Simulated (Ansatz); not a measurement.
Write the native input for Ansatz 0.2.0 that does the following.

```yaml
Task: band structure
Functional: PBEsol
Potentials_or_basis: Ansatz PAW
Cutoff: "420 eV (not typed: the program's choice for these potentials)"
k_mesh: 8 × 8 × 8
Occupations: fermi-dirac, width 0.05 eV
Spin: no spin polarisation
Path: "[[\"G\", \"L\", \"B1\"], [\"B\", \"Z\", \"G\", \"X\"], [\"Q\", \"F\", \"P1\", \"Z\"], [\"L\", \"P\"]]"
Points_for_each_segment_of_the_path: 14
```

Crystal: Sb.

```
CELL_PARAMETERS angstrom
2.15420 1.24373 3.75800
-2.15420 1.24373 3.75800
0.00000 -2.48746 3.75800
ATOMIC_POSITIONS crystal
Sb 0.76651 0.76651 0.76651
Sb 0.23349 0.23349 0.23349
```

The input as run:

input.yaml

```yaml
crystal:
  lattice:
    - [2.1542, 1.2437279499, 3.758]
    - [-2.1542, 1.2437279499, 3.758]
    - [0.0, -2.4874558998, 3.758]
  atoms:
    - { symbol: Sb, position: [0.76651, 0.76651, 0.76651] }
    - { symbol: Sb, position: [0.23349, 0.23349, 0.23349] }
hamiltonian:
  xc: pbesol
  pseudopotentials: { kind: paw }
kpoints:
  mp_grid: { grid: [8, 8, 8] }
  band_path:
    path:
      - [[0.0, 0.0, 0.0], [0.5, 0.0, 0.0], [0.5, 0.2396873643, -0.2396873643]]
      - [[0.7603126357, 0.5, 0.2396873643], [0.5, 0.5, 0.5], [0.0, 0.0, 0.0], [0.3698436821, 0.0, -0.3698436821]]
      - [[0.6301563179, 0.3698436821, 0.0], [0.5, 0.5, 0.0], [0.6301563179, 0.6301563179, 0.2396873643], [0.5, 0.5, 0.5]]
      - [[0.5, 0.0, 0.0], [0.7603126357, 0.3698436821, 0.3698436821]]
    npoints: 14
scf:
  occupations: { method: fermi_dirac, width: 0.05 }
  n_extra_bands: 6
output:
  forces: true
  stress: true
  eigenvalues: true
  fatbands: false
```

Potentials or basis: Ansatz PAW.

The run is started by

```bash
$ ansatz run input.yaml --threads 2 --pin off --max-ram 5632MiB --backend cpu --events-out ev --progress --plain --runs-dir out
```

Results of the run:

```yaml
Pressure: 0.0 GPa
Largest_force: 0.104 eV/Å
Band_gap_on_the_k_mesh: none (metal or under the smearing width)
```

Caveat: spin-orbit coupling is left out, which moves the levels of the heavy elements; the PAW data sets come from PBE, with cores solved anew for the run's functional, which leaves a small shift of forces and pressure.

Wall time 4.7 s on 2 threads of Arm Neoverse V1 (shared host), peak memory 0.35 GiB.
